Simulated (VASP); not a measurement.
A run of VASP 6.6.1 is set up as follows.

File INCAR:

```
SYSTEM = Ni
ALGO     = Normal         ! electronic algorithm
EDIFF    = 1E-6           ! SCF threshold, eV
ENCUT    = 550            ! plane-wave cutoff, eV
GGA      = RP             ! functional
ISIF     = 2              ! what is computed and relaxed
ISMEAR   = 0              ! smearing method
ISPIN    = 2              ! spin polarisation
LASPH    = .TRUE.         ! aspherical terms in the spheres
LCHARG   = .FALSE.        ! write CHGCAR
LMAXMIX  = 4              ! l up to which the mixer works
LORBIT   = 11             ! projections on sites
LREAL    = .FALSE.        ! projectors in reciprocal space
LWAVE    = .FALSE.        ! write WAVECAR
MAGMOM   = 1              ! initial moments
NELM     = 100            ! most SCF steps
PREC     = Accurate       ! precision mode
SIGMA    = 0.02           ! smearing width, eV
```

The input KPOINTS:

```
k-points
0
G
  13 13 13
  0 0 0
```

POSCAR

```
Ni
1.0
    0.0000000000      1.7375729330      1.7375729330
    1.7375729330      0.0000000000      1.7375729330
    1.7375729330      1.7375729330      0.0000000000
Ni
1
Cartesian
    0.0000000000      0.0000000000      0.0000000000
```

Potentials or basis: VASP PAW PBE potentials, release 64 (Ni_GW).

The run is started by

```sh
$ cat potpaw_PBE.64/Ni_GW/POTCAR > POTCAR
$ mpirun -np 1 vasp_std > vasp.out
```

(1) What does it give for the pressure?

(2) Predict the band gap on the k mesh.

(3) What does it give for the net moment?

Results:

(1) 12.5 GPa.

(2) none (metal or under the smearing width).

(3) 0.64 μB per cell.

Caveat: the PAW data sets were made with another functional, which shifts forces and pressure a little.
